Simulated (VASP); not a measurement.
Input of a VASP 6.6.1 run:

The input INCAR:

```
PREC = Accurate
ENCUT = 600
EDIFF = 1E-7
ISMEAR = 0
SIGMA = 0.03
LREAL = F
LASPH = T
NELM = 80
ALGO = Normal
ISIF = 3
LWAVE = F
LCHARG = F
METAGGA = R2SCAN
LMIXTAU = T
IBRION = 2
NSW = 90
EDIFFG = -0.005
```

KPOINTS

```
Automatic mesh
0
Gamma
  8 8 8
```

File POSCAR:

```
BeTe                                    
1.0
    0.0000000000      2.8310836128      2.8310836128
    2.8310836128      0.0000000000      2.8310836128
    2.8310836128      2.8310836128      0.0000000000
  Be              Te            
     1     1
Direct
     0.0000000000000000    0.0000000000000000    0.0000000000000000
     0.2500000000000000    0.2500000000000000    0.2500000000000000
```

Potentials or basis: VASP PAW PBE potentials, release 64 (Be, Te).

Launch:

```sh
$ cat potpaw_PBE.64/Be/POTCAR potpaw_PBE.64/Te/POTCAR > POTCAR
$ mpirun -np 1 vasp_std > vasp.out
```

Q: Predict the band gap on the k mesh.

A: 2.37 eV, indirect (least direct gap 4.03 eV).

Final structure:
```
Be Te
1.0
     0.00000    2.83108    2.83108
     2.83108    0.00000    2.83108
     2.83108    2.83108    0.00000
Be Te
1 1
Direct
  0.00000 0.00000 0.00000
  0.25000 0.25000 0.25000
```

Caveat: the relaxation stopped at its first step, so nothing moved; spin-orbit coupling is left out, which moves the levels of the heavy elements. A k mesh can miss the band edges.
